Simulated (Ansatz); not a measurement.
Fe:

```
CELL_PARAMETERS angstrom
-1.44300 1.44300 1.44300
1.44300 -1.44300 1.44300
1.44300 1.44300 -1.44300
ATOMIC_POSITIONS crystal
Fe 0.00000 0.00000 0.00000
```

Base run:

* Program: Ansatz 0.2.0
* Functional: PBEsol
* Potentials or basis: all-electron LAPW, scalar-relativistic
* Cutoff: 303 eV (chosen from the basis error)
* Basis error allowed: 0.001 eV/atom
* k mesh: 13 × 13 × 13
* Occupations: fermi-dirac, width 0.05 eV
* Spin: collinear spin, ferromagnetic start
* Starting moments: [3.0] μB

Its results: pressure -18.1 GPa; net moment 2.25 μB per cell; site moments Fe +2.31 μB.

Question: The run is repeated on the same cell with these changes: functional from PBEsol to LDA. What comes out?

Answer: Pressure -26.1 GPa; net moment 2.20 μB per cell; site moments Fe +2.24 μB.

LDA binds more tightly than PBEsol, so the same cell stands under less pressure.
